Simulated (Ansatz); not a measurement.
Records of electronic-structure calculations.

```json
{"subject": "From PBE to G0W0: CdS (Greenockite)", "lattice_ang": [[4.137, 0.0, 0.0], [-2.0685, 3.5827, 0.0], [0.0, 0.0, 6.7144]], "atoms": [["Cd", 0.6667, 0.3333, 0.0], ["Cd", 0.3333, 0.6667, 0.5], ["S", 0.6667, 0.3333, 0.375], ["S", 0.3333, 0.6667, 0.875]], "method": "DFT, PBE, plane waves, PAW; PAW set soft_1 (and 1 further level or step)", "program": "Ansatz 0.2.0", "settings_of_one_run": "cutoff 420 eV, 6×6×4 k-mesh, smearing width 0.02 eV, PAW set soft 1", "cost": "2 runs, 5.2 min in all on 1 × NVIDIA H100 80GB HBM3 (shared by 3 runs) with 4 threads of AMD EPYC 7R13 (Zen 3), shared host (the runs of this entry)", "notes": "The cell and positions come from the Crystallography Open Database and are kept as given unless a step says otherwise. Limits: no spin-orbit coupling. The differences hold parts that these runs do not separate: finite bands, cutoffs and mesh, points of the zone that were not corrected, the start of G0W0, spin-orbit coupling missing from it, static nuclei, no electron-hole attraction, and what each experiment reads as the gap. How much each gives is not known from the steps shown.", "results": {"pbe_gap_over_mesh_and_path": "1.218 eV, direct, at k = Γ", "g0w0_pbe_gap_over_25_of_57_irreducible_mesh_points": "2.051 eV, direct, at k = Γ", "gw_settings": "12×12×4 mesh, 415 empty bands, screening to 150 eV, hard PAW files", "known_limits": "finite bands, screening cutoff and k mesh; no spin-orbit coupling in G0W0; d shells not analysed"}}
```

[Paths, hosts, dates, memory and timing lines, banners, echoed tables and standing remarks are left out of the program output.]

[Logs are printed without paths, hosts, clocks, repeated set-up lines and the standing remarks that a program may print on its own settings, such as how far it seeks lower states.]

[Runs of the session that timed out or met a known fault of the program may be left out.]

[Cells called generated may have been cut or substituted from an entry of the Crystallography Open Database or the Materials Project.]

[Hosts, paths, dates, database ids (printed as entryN), source tags and the programs' standing remarks are cut or masked in the printed files.]
